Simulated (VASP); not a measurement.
# CdTe (F-43m) in VASP: further runs, part 2 of 3

VASP 6.6.1.

**3. Single point, PBE**

INCAR

```
PREC = Accurate
ENCUT = 520
EDIFF = 1E-6
ISMEAR = 0
SIGMA = 0.01
LREAL = False
LASPH = True
NELM = 60
ALGO = Normal
ISIF = 2
LWAVE = False
LCHARG = False
GGA = PE
NBANDS = 16
```

KPOINTS

```
regular mesh
0
Gamma
  4 4 4
```

POSCAR

```
CdTe
1.0
    0.0000000000      3.2799012424      3.2799012424
    3.2799012424      0.0000000000      3.2799012424
    3.2799012424      3.2799012424      0.0000000000
Cd Te
1 1
Direct
    0.0000000000      0.0000000000      0.0000000000
    0.2500000000      0.2500000000      0.2500000000
```

Potentials or basis: VASP PAW PBE potentials, release 64 (Cd, Te).

On the command line:

```console
$ cat potpaw_PBE.64/Cd/POTCAR potpaw_PBE.64/Te/POTCAR > POTCAR
$ mpirun -np 1 vasp_std > vasp.out
```

OUTCAR:

```text
PREC = Accurate
   ENCUT = 520
   EDIFF = 1E-6
   ISMEAR = 0
   LREAL = False
   LASPH = True
   NELM = 60
   ISIF = 2
   GGA = PE

 ion  position               nearest neighbor table
   1  0.000  0.000  0.000-   2 2.84   2 2.84   2 2.84   2 2.84
   2  0.250  0.250  0.250-   1 2.84   1 2.84   1 2.84   1 2.84

  LATTYP: Found a face centered cubic cell.
 ALAT       =     6.5598024848

  Lattice vectors:

 A1 = (   0.0000000000,   3.2799012424,   3.2799012424)
 A2 = (   3.2799012424,   0.0000000000,   3.2799012424)
 A3 = (   3.2799012424,   3.2799012424,   0.0000000000)

Analysis of symmetry for initial positions (statically):
=====================================================================
 Subroutine PRICEL returns:
 Original cell was already a primitive cell.

 Routine SETGRP: Setting up the symmetry group for a
 face centered cubic supercell.

 Subroutine GETGRP returns: Found 24 space group operations
 (whereof 24 operations were pure point group operations)
 out of a pool of 48 trial point group operations.

The static configuration has the point symmetry T_d .

Analysis of symmetry for dynamics (positions and initial velocities):
=====================================================================
 Subroutine PRICEL returns:
 Original cell was already a primitive cell.

 Routine SETGRP: Setting up the symmetry group for a
 face centered cubic supercell.

 Subroutine GETGRP returns: Found 24 space group operations
 (whereof 24 operations were pure point group operations)
 out of a pool of 48 trial point group operations.

The dynamic configuration has the point symmetry T_d .

 Subroutine INISYM returns: Found 24 space group operations
 (whereof 24 operations are pure point group operations),
 and found     1 'primitive' translations

----------------------------------------------------------------------------------------

                                     Primitive cell

  volume of cell :      70.5687

  direct lattice vectors                    reciprocal lattice vectors
     0.000000000  3.279901242  3.279901242    -0.152443614  0.152443614  0.152443614
     3.279901242  0.000000000  3.279901242     0.152443614 -0.152443614  0.152443614
     3.279901242  3.279901242  0.000000000     0.152443614  0.152443614 -0.152443614

  length of vectors
     4.638480820  4.638480820  4.638480820     0.264040085  0.264040085  0.264040085

  position of ions in fractional coordinates (direct lattice)
     0.000000000  0.000000000  0.000000000
     0.250000000  0.250000000  0.250000000

  ion indices of the primitive-cell ions
   primitive index   ion index
                 1           1
                 2           2

----------------------------------------------------------------------------------------

 KPOINTS: regular mesh

Automatic generation of k-mesh.
 Grid dimensions read from file:
 generate k-points for:    4    4    4

 Generating k-lattice:

  Cartesian coordinates                     Fractional coordinates (reciprocal lattice)
    -0.038110904  0.038110904  0.038110904     0.250000000  0.000000000  0.000000000
     0.038110904 -0.038110904  0.038110904     0.000000000  0.250000000  0.000000000
     0.038110904  0.038110904 -0.038110904     0.000000000  0.000000000  0.250000000

  Length of vectors
     0.066010021  0.066010021  0.066010021

  Shift w.r.t. Gamma in fractional coordinates (k-lattice)
     0.000000000  0.000000000  0.000000000

 Subroutine IBZKPT returns following result:
 ===========================================

 Found      8 irreducible k-points:

 Following reciprocal coordinates:
            Coordinates               Weight
  0.000000  0.000000  0.000000      1.000000
  0.250000  0.000000  0.000000      8.000000
  0.500000  0.000000  0.000000      4.000000
  0.250000  0.250000  0.000000      6.000000
  0.500000  0.250000  0.000000     24.000000
 -0.250000  0.250000  0.000000     12.000000
  0.500000  0.500000  0.000000      3.000000
 -0.250000  0.500000  0.250000      6.000000
   k-points           NKPTS =      8   k-points in BZ     NKDIM =      8   number of bands    NBANDS=     16
   number of dos      NEDOS =    301   number of ions     NIONS =      2
   total plane-waves  NPLWV =  46656
   dimension x,y,z NGX =    36 NGY =   36 NGZ =   36
   dimension x,y,z NGXF=    72 NGYF=   72 NGZF=   72
   ions per type =               1   1
   NGX,Y,Z   is equivalent  to a cutoff of  12.90, 12.90, 12.90 a.u.
   NGXF,Y,Z  is equivalent  to a cutoff of  25.81, 25.81, 25.81 a.u.
 SYSTEM =  unknown system
   PREC   = accura    normal or accurate (medium, high low for compatibility)
   ISTART =      0    job   : 0-new  1-cont  2-samecut
   ICHARG =      2    charge: 1-file 2-atom 10-const
   ISPIN  =      1    spin polarized calculation?
   LNONCOLLINEAR =      F non collinear calculations
   LSORBIT =      F    spin-orbit coupling
   LASPH  =      T    aspherical Exc in radial PAW
   ENCUT  =  520.0 eV  38.22 Ry    6.18 a.u.   8.62  8.62  8.62*2*pi/ulx,y,z
   NELM   =     60;   NELMIN=  2; NELMDL= -5     # of ELM steps
   EDIFF  = 0.1E-05   stopping-criterion for ELM
   LREAL  =      F    real-space projection
   EDIFFG = 0.1E-04   stopping-criterion for IOM
   NSW    =      0    number of steps for IOM
   IBRION =     -1    ionic relax: 0-MD 1-quasi-New 2-CG
   NFREE  =      0    steps in history (QN), initial steepest desc. (CG)
   ISIF   =      2    stress and relaxation
   ISYM   =      2    0-nonsym 1-usesym 2-fastsym
   POTIM  = 0.5000    time-step for ionic-motion
   TEBEG  =    0.0;   TEEND  =   0.0 temperature during run
   PSTRESS=    0.0 pullay stress
   NELECT =      18.0000    total number of electrons
   NUPDOWN=      -1.0000    fix difference up-down
   EMIN   =  10.00;   EMAX   =-10.00  energy-range for DOS
   EFERMI =   0.00;   METHOD = LEGACY
   ISMEAR =     0;   SIGMA  =   0.01  broadening in eV -4-tet -1-fermi 0-gaus
   EFERMI_NEDOS =   21; number of points for ismear=-14 and -15
   IALGO  =     38    algorithm
   IMIX   =      4    mixing-type and parameters
     AMIX     =   0.40;   BMIX     =  1.00
     AMIX_MAG =   1.60;   BMIX_MAG =  1.00
  volume/ion in A,a.u.               =      35.28       238.11
  Fermi-wavevector in a.u.,A,eV,Ry     =   1.038233  1.961976 14.666102  1.077928
  Thomas-Fermi vector in A             =   2.172708
   LORBIT       =      0    0 simple, 1 ext, 2 COOP (PROOUT), +10 PAW based schemes
   GGA     = PE    functional components
   LHFCALC =     F    Hartree Fock is set to
   AEXX    =    0.0000 exact exchange contribution
   IVDW    =     0    specifies the selected vdW correction
   LEPSILON=     F    determine dielectric tensor
   LRPA    =     F    only Hartree local field effects (RPA)
 non-spin polarized calculation
 Gauss-broadening in eV      SIGMA  =   0.01
  energy-cutoff  :      520.00
  volume of cell :       70.57
 maximum number of plane-waves:      1924
 NGX is ok and might be reduce to    36
   NGX = 17   NGY = 17   NGZ = 17

 number of electron      18.0000006 magnetization

 Free energy of the ion-electron system (eV)
  ---------------------------------------------------
  ext. energy  EPLUGINS =         0.00000000
  ---------------------------------------------------
  free energy    TOTEN  =        -4.74593599 eV

  energy without entropy =       -4.74593599  energy(sigma->0) =       -4.74593599

 E-fermi :   2.1405     XC(G=0):  -8.4111

 val. band max:        2.0506831298   @ k =   0.0000   0.0000   0.0000
 cond. band min:       2.6989805718   @ k =   0.0000   0.0000   0.0000
 fundamental gap:      0.6482974419
 Fermi energy:         2.1405379762

 k-point     1 :       0.0000    0.0000    0.0000
  band No.  band energies     occupation
      1      -8.9164      2.00000
      2      -6.1488      2.00000
      3      -6.1488      2.00000
      4      -6.1488      2.00000
      5      -5.9166      2.00000
      6      -5.9166      2.00000
[... 8 lines left out ...]
     15      11.3301      0.00000
     16      11.3301      0.00000
[... 115 lines left out ...]
 k-point     8 :      -0.2500    0.5000    0.2500
  band No.  band energies     occupation
      1      -8.4456      2.00000
      2      -6.0400      2.00000
      3      -6.0329      2.00000
      4      -5.9423      2.00000
      5      -5.9152      2.00000
      6      -5.3875      2.00000
[... 8 lines left out ...]
     15      12.9894      0.00000
     16      13.2209      0.00000

------------------------ aborting loop because EDIFF is reached ----------------------------------------

  FORCE on cell =-STRESS in cart. coord.  units (eV):
  Direction    XX          YY          ZZ          XY          YZ          ZX
  --------------------------------------------------------------------------------------
  -------------------------------------------------------------------------------------
  Total        0.5821082      0.5821082      0.5821082     -0.0000000     -0.0000000      0.0000000
  in kB       13.2160606     13.2160606     13.2160606     -0.0000000     -0.0000000      0.0000000
  external PRESSURE =      13.2160606 kB  Pullay stress =       0.0000000 kB

 VOLUME and BASIS-vectors are now :
 -----------------------------------------------------------------------------
  energy-cutoff  :      520.00
  volume of cell :       70.57
      direct lattice vectors                 reciprocal lattice vectors
     0.000000000  3.279901242  3.279901242    -0.152443614  0.152443614  0.152443614
     3.279901242  0.000000000  3.279901242     0.152443614 -0.152443614  0.152443614
     3.279901242  3.279901242  0.000000000     0.152443614  0.152443614 -0.152443614

 POSITION                                       TOTAL-FORCE (eV/Angst)
 -----------------------------------------------------------------------------------
      0.00000      0.00000      0.00000         0.000000      0.000000      0.000000
      1.63995      1.63995      1.63995        -0.000000     -0.000000     -0.000000
 -----------------------------------------------------------------------------------
    total drift:                               -0.000000     -0.000000     -0.000000

  FREE ENERGIE OF THE ION-ELECTRON SYSTEM (eV)
  ---------------------------------------------------
  free  energy   TOTEN  =        -4.7459359917 eV

  energy  without entropy=       -4.7459359917  energy(sigma->0) =       -4.74593599
```

Run time: 5.5 s. Hardware: 1 thread of Intel Xeon 6975P-C (Granite Rapids), shared host; peak memory 0.2 GiB.

What came out:

```
Free energy            : -4.7459 eV
Pressure               : 1.3 GPa
Band gap on the k mesh : 0.65 eV, direct
```

Levels at points of the mesh, in eV from the valence-band top:
```tsv
k point	band 5	band 6	band 7	band 8	band 9	band 10	band 11	band 12	band 13	band 14
(0.00, 0.00, 0.00)	-7.97	-7.97	0.00	0.00	0.00	0.65	4.61	4.61	4.61	7.41
(0.50, 0.00, 0.00)	-7.96	-7.64	-4.23	-0.73	-0.73	1.77	5.18	5.18	7.04	8.52
(0.50, 0.50, 0.00)	-7.94	-7.51	-4.15	-1.75	-1.75	2.66	2.67	8.65	8.93	8.93
```

Caveat: spin-orbit coupling is left out, which moves the levels of the heavy elements.

**4. Single point, r2SCAN**

POSCAR is that of step 3.

INCAR.step1

```
PREC = Accurate ; ENCUT = 520
ISMEAR = 0 ; SIGMA = 0.01
LREAL = F ; LASPH = T
NELM = 80 ; NBANDS = 16
GGA = PE ; ALGO = Normal
EDIFF = 1E-4 ; LWAVE = T
LCHARG = F
```

INCAR.step2

```
PREC = Accurate ; ENCUT = 520
EDIFF = 1E-6 ; ISMEAR = 0
SIGMA = 0.01 ; LREAL = F
LASPH = T ; NELM = 80
ALGO = Normal ; ISIF = 2
LWAVE = F ; LCHARG = T
METAGGA = R2SCAN ; LMIXTAU = T
LELF = T ; LVHAR = T
NBANDS = 16 ; ISTART = 1
```

KPOINTS

```
Automatic mesh
0
Gamma
  4 4 4
```

On the command line:

```console
$ cat potpaw_PBE.64/Cd/POTCAR potpaw_PBE.64/Te/POTCAR > POTCAR
$ cp INCAR.step1 INCAR
$ mpirun -np 1 vasp_std > vasp.out
$ cp INCAR.step2 INCAR
$ mpirun -np 1 vasp_std > vasp.out
```

Run time: 20 s. Hardware: 1 thread of Intel Xeon 6975P-C (Granite Rapids), shared host; peak memory 0.22 GiB.

It converged, with:

| Property | Result |
| --- | --- |
| Free energy | -46.5947 eV |
| Pressure | 0.3 GPa |
| Band gap on the k mesh | 1.15 eV, direct |

Levels at points of the mesh, in eV from the valence-band top:
| k point | band 7 | band 8 | band 9 | band 10 | band 11 | band 12 |
| --- | --- | --- | --- | --- | --- | --- |
| (0.00, 0.00, 0.00) | 0.00 | 0.00 | 0.00 | 1.15 | 5.04 | 5.04 |
| (0.50, 0.00, 0.00) | -4.30 | -0.74 | -0.74 | 2.18 | 5.59 | 5.59 |
| (0.50, 0.50, 0.00) | -4.18 | -1.79 | -1.79 | 2.94 | 2.98 | 9.25 |

Caveat: the PAW data sets were made with another functional, which shifts forces and pressure a little; spin-orbit coupling is left out, which moves the levels of the heavy elements.

**5. Single point, PBE**

INCAR

```
PREC     = Accurate       # precision mode
ENCUT    = 520            # plane-wave cutoff, eV
EDIFF    = 1E-6           # SCF threshold, eV
ISMEAR   = 0              # smearing method
SIGMA    = 0.01           # smearing width, eV
LREAL    = F              # projectors in reciprocal space
LASPH    = T              # aspherical terms in the spheres
NELM     = 100            # most SCF steps
ALGO     = Normal         # electronic algorithm
ISIF     = 2              # what is computed and relaxed
LWAVE    = F              # write WAVECAR
LCHARG   = T              # write CHGCAR
GGA      = PE             # functional
LELF     = T              # ELF
LVHAR    = T            
NBANDS   = 16             # bands
```

KPOINTS

```
Automatic mesh
0
Gamma
  6 6 6
```

POSCAR is that of step 4.

Potentials or basis: VASP PAW PBE potentials, release 64 (Cd, Te).

On the command line:

```console
$ cat potpaw_PBE.64/Cd/POTCAR potpaw_PBE.64/Te/POTCAR > POTCAR
$ mpirun -np 1 vasp_std > vasp.out
```

OUTCAR:

```text
PREC = Accurate
   ENCUT = 520
   EDIFF = 1E-6
   ISMEAR = 0
   LREAL = F
   LASPH = T
   NELM = 100
   ISIF = 2
   GGA = PE

 ion  position               nearest neighbor table
   1  0.000  0.000  0.000-   2 2.84   2 2.84   2 2.84   2 2.84
   2  0.250  0.250  0.250-   1 2.84   1 2.84   1 2.84   1 2.84

  LATTYP: Found a face centered cubic cell.
 ALAT       =     6.5598024848

  Lattice vectors:

 A1 = (   0.0000000000,   3.2799012424,   3.2799012424)
 A2 = (   3.2799012424,   0.0000000000,   3.2799012424)
 A3 = (   3.2799012424,   3.2799012424,   0.0000000000)

Analysis of symmetry for initial positions (statically):
=====================================================================
 Subroutine PRICEL returns:
 Original cell was already a primitive cell.

 Routine SETGRP: Setting up the symmetry group for a
 face centered cubic supercell.

 Subroutine GETGRP returns: Found 24 space group operations
 (whereof 24 operations were pure point group operations)
 out of a pool of 48 trial point group operations.

The static configuration has the point symmetry T_d .

Analysis of symmetry for dynamics (positions and initial velocities):
[... 150 lines left out ...]

 E-fermi :   2.1018     XC(G=0):  -8.4234

 val. band max:        2.0270752454   @ k =   0.0000   0.0000   0.0000
 cond. band min:       2.6872318031   @ k =   0.0000   0.0000   0.0000
 fundamental gap:      0.6601565578
 Fermi energy:         2.1018194695

 k-point     1 :       0.0000    0.0000    0.0000
  band No.  band energies     occupation
      1      -8.9447      2.00000
      2      -6.1442      2.00000
      3      -6.1442      2.00000
      4      -6.1442      2.00000
      5      -5.9099      2.00000
      6      -5.9099      2.00000
[... 281 lines left out ...]
      3      -6.0246      2.00000
      4      -5.9517      2.00000
      5      -5.8979      2.00000
      6      -5.4044      2.00000
[... 8 lines left out ...]
     15      12.9450      0.00000
     16      13.2710      0.00000

------------------------ aborting loop because EDIFF is reached ----------------------------------------

  FORCE on cell =-STRESS in cart. coord.  units (eV):
  Direction    XX          YY          ZZ          XY          YZ          ZX
  --------------------------------------------------------------------------------------
  -------------------------------------------------------------------------------------
  Total        0.5001150      0.5001150      0.5001150      0.0000000      0.0000000      0.0000000
  in kB       11.3545038     11.3545038     11.3545038      0.0000000      0.0000000      0.0000000
  external PRESSURE =      11.3545038 kB  Pullay stress =       0.0000000 kB

 VOLUME and BASIS-vectors are now :
 -----------------------------------------------------------------------------
  energy-cutoff  :      520.00
  volume of cell :       70.57
      direct lattice vectors                 reciprocal lattice vectors
     0.000000000  3.279901242  3.279901242    -0.152443614  0.152443614  0.152443614
     3.279901242  0.000000000  3.279901242     0.152443614 -0.152443614  0.152443614
     3.279901242  3.279901242  0.000000000     0.152443614  0.152443614 -0.152443614

 POSITION                                       TOTAL-FORCE (eV/Angst)
 -----------------------------------------------------------------------------------
      0.00000      0.00000      0.00000        -0.000000     -0.000000     -0.000000
      1.63995      1.63995      1.63995         0.000000      0.000000      0.000000
 -----------------------------------------------------------------------------------
    total drift:                               -0.000000     -0.000000     -0.000000

  FREE ENERGIE OF THE ION-ELECTRON SYSTEM (eV)
  ---------------------------------------------------
  free  energy   TOTEN  =        -4.7997917930 eV

  energy  without entropy=       -4.7997917930  energy(sigma->0) =       -4.79979179
```

stdout:

```text
POSCAR found type information on POSCAR CdTe
 POSCAR found :  2 types and       2 ions
 scaLAPACK will be used
 LDA part: xc-table for (Slater+PW92), standard interpolation
 POSCAR, INCAR and KPOINTS ok, starting setup
 FFT: planning ... GRIDC
 FFT: planning ... GRID_SOFT
 FFT: planning ... GRID
 WAVECAR not read
 entering main loop
```

Wall time 7.9 s (1 thread of Intel Xeon 6975P-C (Granite Rapids), shared host); peak memory 0.21 GiB.

What came out:

```yaml
Free_energy: -4.7998 eV
Pressure: 1.1 GPa
Band_gap_on_the_k_mesh: 0.66 eV, direct
```

Caveat: spin-orbit coupling is left out, which moves the levels of the heavy elements.

**6. Single point, HSE06**

POSCAR is that of step 5.

INCAR.step1

```
ALGO = Normal
EDIFF = 1E-5
ENCUT = 520
GGA = PE
ISIF = 2
ISMEAR = 0
LASPH = True
LREAL = False
LWAVE = True
NBANDS = 16
NELM = 80
PREC = Accurate
SIGMA = 0.01
```

INCAR.step2

```
ALGO = Normal
EDIFF = 1E-6
ENCUT = 520
GGA = PE
HFSCREEN = 0.2079
ISIF = 2
ISMEAR = 0
ISTART = 1
LASPH = True
LCHARG = True
LELF = True
LHFCALC = True
LREAL = False
LVHAR = True
LWAVE = False
NBANDS = 16
NELM = 80
PREC = Accurate
PRECFOCK = Normal
SIGMA = 0.01
```

KPOINTS

```
k-points
0
Gamma
  4 4 4
```

Potentials or basis: VASP PAW PBE potentials, release 64 (Cd, Te).

On the command line:

```console
$ cat potpaw_PBE.64/Cd/POTCAR potpaw_PBE.64/Te/POTCAR > POTCAR
$ cp INCAR.step1 INCAR
$ mpirun -np 1 vasp_std > vasp.out
$ cp INCAR.step2 INCAR
$ mpirun -np 1 vasp_std > vasp.out
```

Wall time 4.4 min (1 thread of Intel Xeon 6975P-C (Granite Rapids), shared host); peak memory 0.32 GiB.

Results (log left out):

```
Free energy            : -5.9942 eV
Pressure               : 0.2 GPa
Band gap on the k mesh : 1.44 eV, direct
```

Levels at points of the mesh, in eV from the valence-band top:
| k point | band 5 | band 6 | band 7 | band 8 | band 9 | band 10 | band 11 | band 12 | band 13 | band 14 |
| --- | --- | --- | --- | --- | --- | --- | --- | --- | --- | --- |
| (0.00, 0.00, 0.00) | -9.26 | -9.26 | 0.00 | 0.00 | 0.00 | 1.44 | 5.49 | 5.49 | 5.49 | 8.44 |
| (0.50, 0.00, 0.00) | -9.25 | -8.84 | -4.52 | -0.77 | -0.77 | 2.58 | 6.06 | 6.06 | 7.94 | 9.60 |
| (0.50, 0.50, 0.00) | -9.23 | -8.66 | -4.41 | -1.87 | -1.87 | 3.35 | 3.47 | 9.77 | 10.17 | 10.17 |

Caveat: the PAW data sets were made with another functional, which shifts forces and pressure a little; spin-orbit coupling is left out, which moves the levels of the heavy elements.

(Continued in part 3 of 3.)
